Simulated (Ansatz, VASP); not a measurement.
## Two plane-wave programs on AgBr

File INCAR:

```
PREC = Accurate
ENCUT = 520
EDIFF = 1E-7
ISMEAR = -1
SIGMA = 0.05
LREAL = False
LASPH = True
NELM = 100
ALGO = Normal
ISIF = 2
LWAVE = False
LCHARG = False
GGA = PE
NBANDS = 16
```

File KPOINTS:

```
Automatic mesh
0
Gamma
  8 8 8
```

POSCAR

```
AgBr
1.0
    0.0000000000      2.9079194629      2.9079194629
    2.9079194629      0.0000000000      2.9079194629
    2.9079194629      2.9079194629      0.0000000000
Ag Br
1 1
Direct
    0.0000000000      0.0000000000      0.0000000000
    0.5000000000      0.5000000000      0.5000000000
```

File input.yaml:

```yaml
crystal:
  lattice:
    - [0.0, 2.9079194629, 2.9079194629]
    - [2.9079194629, 0.0, 2.9079194629]
    - [2.9079194629, 2.9079194629, 0.0]
  atoms:
    - { symbol: Ag, position: [0.0, 0.0, 0.0] }
    - { symbol: Br, position: [0.5, 0.5, 0.5] }
hamiltonian:
  xc: pbe
  pseudopotentials: { kind: paw }
kpoints:
  mp_grid: { grid: [8, 8, 8] }
scf:
  occupations: { method: fermi_dirac, width: 0.05 }
output:
  forces: true
  stress: true
  eigenvalues: true
  write_density: true
  write_potential: true
  elf: true
  volumetric_format: npy
```

Change from the starting cell: volume scaled by 1.04.

Alike in both runs: task single point; functional PBE; k mesh 8 × 8 × 8; occupations fermi-dirac, width 0.05 eV; no spin polarisation.

|  | VASP | Ansatz |
| --- | --- | --- |
| version | VASP 6.6.1 | Ansatz 0.2.0 |
| potentials or method | VASP PAW PBE potentials, release 64 (Ag, Br) | Ansatz PAW |
| plane-wave cutoff (eV) | 520 | 420 |
| valence electrons in the cell | 18 | 26 |

|  | VASP | Ansatz | Ansatz less VASP |
| --- | --- | --- | --- |
| gap on the k mesh at the Fermi level (eV) | 0.68 | 0.68 | +0.001 |
| least direct gap on the mesh (eV) | 2.48 | 2.48 | +0.001 |
| pressure (GPa) | 0.5 | 0.5 | +0.05 |

The functional is the same, so the differences come from potentials, cutoffs and numerics. The two sets of potentials don't hold the same shells in valence.

A k mesh can miss the band edges.
